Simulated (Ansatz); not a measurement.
BeO (wurtzite)

```xyz
4
Lattice="2.7118 0.0000 0.0000 -1.3559 2.3485 0.0000 0.0000 0.0000 4.4046" Properties=species:S:1:pos:R:3 pbc="T T T"
Be     1.3559     0.7828     0.0066
Be     0.0000     1.5657     2.2088
O      1.3559     0.7828     2.7472
O      0.0000     1.5657     0.5449
```

In this cell atom 2 (Be, nearest neighbour O at 1.656 Å; its periodic images, 2.7 Å or more away, move with it) is moved by s towards the nearest neighbour, unit vector (0.000, 0.946, 0.325); all other atoms and the cell stay fixed.

Method: PBE (plane waves to 420 eV, PAW, scalar-relativistic; Ansatz, a quantum-chemistry and plane-wave program). k mesh 11×11×6 (Γ-centred), Fermi-Dirac smearing 0.05 eV. F⊥ is the part of the force across the line. BeO was relaxed with its symmetry unable to fall. 

```tsv
s (Å)	|F⊥| (eV/Å)
-0.330	0.717
-0.264	0.549
-0.198	0.394
-0.132	0.253
-0.066	(withheld)
0.000	0.000
0.066	0.116
0.132	0.229
0.198	0.340
0.264	0.449
0.330	0.557
```

### Question
Fill in the missing entries.

### Answer

- -0.066, |F⊥| (eV/Å): 0.122

(A displaced cell: forces are minus the slopes of the energy, force constants its curvatures, and phonons follow from these.)
